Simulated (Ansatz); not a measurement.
# k/2H: the band gap up the ladder of functionals

One table from this session's results is given with a row withheld; the runs are named, their logs left out.

Code: Ansatz 0.2.0. PAW datasets, plane waves. These are computed values for a spin-unpolarised cell that may be hypothetical; none is a measurement.

### Starting point

The cell was relaxed beforehand with r2SCAN+rVV10.

Space group P6_3/mmc (No. 194), hexagonal; conventional cell a = 3.173 Å, c = 12.436 Å, 18.07 Å³ an atom. Near Mo stand 6 S at 2.40 Å; near S stand 3 Mo at 2.40 Å.

Coordinates:

Space group P6_3/mmc (No. 194). a = 3.173 Å, b = 3.173 Å, c = 12.436 Å, α = 90.00°, β = 90.00°, γ = 120.00°
| atom | site | symmetry | x | y | z |
| --- | --- | --- | --- | --- | --- |
| Mo | 2d | -6m2 | 0.6667 | 0.3333 | 0.2500 |
| S | 4f | 3m. | 0.6667 | 0.3333 | 0.6249 |

Set-up of the first run:

Input file input.yaml:

```yaml
crystal:
  lattice:
    - [3.1730198511, 2.9e-09, 0.0]
    - [-1.586509928, 2.7479157963, 0.0]
    - [0.0, 0.0, 12.4358854573]
  atoms:
    - { symbol: Mo, position: [0.6666666667, 0.3333333333, 0.25] }
    - { symbol: Mo, position: [0.3333333333, 0.6666666667, 0.75] }
    - { symbol: S, position: [0.6666666667, 0.3333333333, 0.6249003799] }
    - { symbol: S, position: [0.3333333333, 0.6666666667, 0.3750996201] }
    - { symbol: S, position: [0.6666666667, 0.3333333333, 0.8750996201] }
    - { symbol: S, position: [0.3333333333, 0.6666666667, 0.1249003799] }
kpoints:
  mp_grid: { grid: [12, 12, 2] }
  band_path:
    path:
      - [[0.0, 0.0, 0.0], [0.5, 2.708464565853e-17, 0.0], [0.3333333333333, 0.3333333333333, 0.0], [0.0, 0.0, 0.0], [0.0, 0.0, 0.5], [0.5, 2.708464565853e-17, 0.5], [0.3333333333333, 0.3333333333333, 0.5], [0.0, 0.0, 0.5]]
      - [[0.5, 2.708464565853e-17, 0.5], [0.5, 2.708464565853e-17, 0.0]]
      - [[0.3333333333333, 0.3333333333333, 0.5], [0.3333333333333, 0.3333333333333, 0.0]]
    npoints: 10
hamiltonian:
  xc: pbe
scf:
  occupations: { method: fermi_dirac, width: 0.02 }
  n_extra_bands: 5
output:
  forces: true
  stress: true
  eigenvalues: true
```

Launch:

```sh
ansatz run input.yaml --threads 2 --pin off --max-ram 20275MiB --backend cpu --events-out ev --progress --plain --runs-dir out
```

Steps of the session up to this table: PBE band path; r2SCAN; Single point with HSE06; Single point with PBE+SOC; PBE0.

One of the session's tables, all rows but one given; the rest of the session is left out.

| level | gap (eV) |
| --- | --- |
| PBE | 0.94 |
| r2SCAN | ? |
| HSE06 | 1.48 |
| PBE+SOC | 0.92 |
| PBE0 | 2.13 |

**Question.** Estimate the row for r2SCAN.

The run gave: gap (eV): 1.03. In the column «gap (eV)» it lies between PBE (0.94) and HSE06 (1.48).

Meshes: PBE 12×12×2, r2SCAN 12×12×2, HSE06 6×6×2, PBE+SOC 12×12×2, PBE0 6×6×2

What this shows: PBE+SOC gives the least gap, 0.92 eV, and PBE0 the largest, 2.13 eV. PBE reaches 64 % of the HSE06 value, and r2SCAN 70 %. PBE0 lies 0.66 eV above HSE06, which differs from it by screening the long-range exchange. The calculation is for fixed nuclei; the measurement holds lattice motion too.

To keep in mind: Warnings in the runs' records: stress exchange threshold loose, stress scf threshold loose.
